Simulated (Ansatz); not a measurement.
CdTe, one cell by several methods

```yaml
crystal:
  lattice:
    - [3.15725, -3.18745, 0.00000]
    - [3.15725, 3.18745, 0.00000]
    - [0.00000, 0.00000, 6.09065]
  atoms:
    - { symbol: Cd, position: [0.27703, 0.72297, 0.75000] }
    - { symbol: Cd, position: [0.72297, 0.27703, 0.25000] }
    - { symbol: Te, position: [0.76614, 0.23386, 0.75000] }
    - { symbol: Te, position: [0.23386, 0.76614, 0.25000] }
```

Atoms are numbered in the order listed.

The conventional cell has a = 6.314 Å, b = 6.375 Å, c = 6.091 Å, α = 90.00°, β = 90.00°, γ = 90.00°. Around Cd (atom 1) lie 6 Te at 3.06 to 3.26 Å. Around Te (atom 3) lie 6 Cd at 3.06 to 3.26 Å.

The cell is the one relaxed in the Materials Project (mp-1066480), not relaxed further here; entries there can be hypothetical. The listed cell was then made from it by scaling, straining or moving an atom.

No spin–orbit coupling, which matters for the heavy atoms here.

Levels of theory: DFT, PBEsol, PAW with Ansatz's default frozen-core files, scalar-relativistic (Ansatz 0.2.0); DFT, PBEsol, all-electron PAW with datasets made for the crystal, scalar-relativistic (Ansatz 0.2.0); DFT, PBEsol, all-electron LAPW, scalar-relativistic (Ansatz 0.2.0).

For PAW: a Γ-centred 9×9×6 k mesh, Fermi–Dirac smearing of 0.05 eV, cutoff 420 eV, no spin polarisation; the PAW files were made with PBE, and the program remakes their frozen cores for this functional. The crystal-made all-electron datasets (AE datasets) take a cutoff of 240 eV at this cell. LAPW targets a basis error of 1 meV/atom. The Ansatz runs share mesh, smearing and spin set-up. Plane-wave (PAW) pressures include the program's estimate of the Pulay term.

Stress and pressure are positive in compression.

The change that made this cell: equal xx and yy strain of +3 %.

No spin–orbit coupling: at heavy atoms the gradients can be off by tens of per cent for that reason.

In a metal, gradients converge slowly with the k mesh: the values move by tens of per cent from one mesh to another, at times in sign, so only the comparison on one mesh counts.

| quantity | PAW | AE datasets | LAPW |
| --- | --- | --- | --- |
| pressure (GPa) | -5.09 | -5.08 | -5.08 |
| stress xx (GPa) | -5.50 | -5.50 | -5.49 |
| stress yy (GPa) | -5.34 | -5.33 | -5.33 |
| stress zz (GPa) | -4.42 | -4.42 | -4.41 |
| force on Cd1, y (eV/Å) | -0.017 | -0.017 | -0.017 |
| force on Te3, y (eV/Å) | 0.106 | 0.106 | 0.106 |
| field gradient Vzz at Cd1 (10²¹ V/m²) | -1.91 | -1.94 | – |
| field gradient Vzz at Te3 (10²¹ V/m²) | 4.91 | 4.87 | – |
